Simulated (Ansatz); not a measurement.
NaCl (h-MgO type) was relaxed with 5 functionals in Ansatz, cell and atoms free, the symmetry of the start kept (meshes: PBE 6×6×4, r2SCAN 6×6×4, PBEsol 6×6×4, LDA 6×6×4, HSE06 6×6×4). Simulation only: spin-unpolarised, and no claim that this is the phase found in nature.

The HSE06 result:
```
Na Cl
1.0
     4.75069    0.00000    0.00000
    -2.37534    4.11421    0.00000
     0.00000    0.00000    5.61475
Na Cl
2 2
Direct
  0.33333 0.66667 0.25000
  0.66667 0.33333 0.75000
  0.66667 0.33333 0.25000
  0.33333 0.66667 0.75000
```

The symmetry is P6_3/mmc (No. 194, hexagonal); a = 4.751 Å, c = 5.615 Å in the conventional setting, 27.44 Å³ an atom. Around Na lie 5 Cl at 2.74–2.81 Å; around Cl lie 5 Na at 2.74–2.81 Å.

(1) What lattice does PBEsol give?

(2) How does the cell change with PBE?

(3) Held at the r2SCAN cell, what mean stress do LDA and PBE find, and does its sign point to their own minimum?

Answers

(1) a = 4.722 Å, c = 5.560 Å; the volume differs by -2.2 % from HSE06's. Around Na lie 5 Cl at 2.73–2.78 Å; around Cl lie 5 Na at 2.73–2.78 Å.

(2) a = 4.778 Å, c = 5.657 Å; the volume differs by +1.9 % from HSE06's. Na has 5 Cl at 2.76–2.83 Å; Cl has 5 Na at 2.76–2.83 Å.

(3) Yes. LDA -1.54 GPa, and its relaxed volume is -7.1 % from r2SCAN's; PBE +0.86 GPa, and its relaxed volume is +4.0 % from r2SCAN's. Compression counts positive, so a positive stress asks for a larger cell.
